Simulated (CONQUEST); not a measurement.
AlN:

```
Al N
1.0
     3.08863    0.00000    0.00000
     0.00000    3.08863    0.00000
     0.00000    0.00000    4.36799
Al N
2 2
Direct
  0.00846 0.00316 0.99719
  0.50846 0.50316 0.49719
  0.49390 0.99580 0.25200
  0.99390 0.49580 0.75200
```

The cell comes from a database or a generator and needn't be the stable form of this composition.

The cell isn't the ideal one: atoms moved at random, drawn with an rms of 0.05 Å.

Base run:

| Property | Result |
| --- | --- |
| Program | CONQUEST 1.3 |
| Functional | PBE |
| Potentials or basis | PseudoDojo NC PBE, DZP, multi-site functions of range 6.5 bohr, grid cutoff 150 Ha |
| k mesh | 9 × 9 × 6 |
| Occupations | fermi-dirac, width 0.05 eV |
| Spin | no spin polarisation |

Its results: band gap on the k mesh 4.34 eV; pressure 8.2 GPa; largest force 0.759 eV/Å.

**Question.** The run is repeated on the same cell with these changes: potentials or basis from PseudoDojo NC PBE, DZP, multi-site functions of range 6.5 bohr, grid cutoff 150 Ha to PseudoDojo NC PBE, DZP, multi-site functions of range 5 bohr, grid cutoff 150 Ha. What comes out?

**Answer.** Band gap on the k mesh 3.16 eV; pressure 14.2 GPa; largest force 0.657 eV/Å.

Caveats: multi-site functions contract the basis, which raises the energy a little and makes forces and stress less exact; an odd mesh through Γ misses points on the zone boundary, where band edges often lie; the basis of atomic orbitals isn't converged, which shifts pressures, moduli and gaps; the box holds several primitive cells, so bands are folded and the points are those of the box's own zone (some runs).
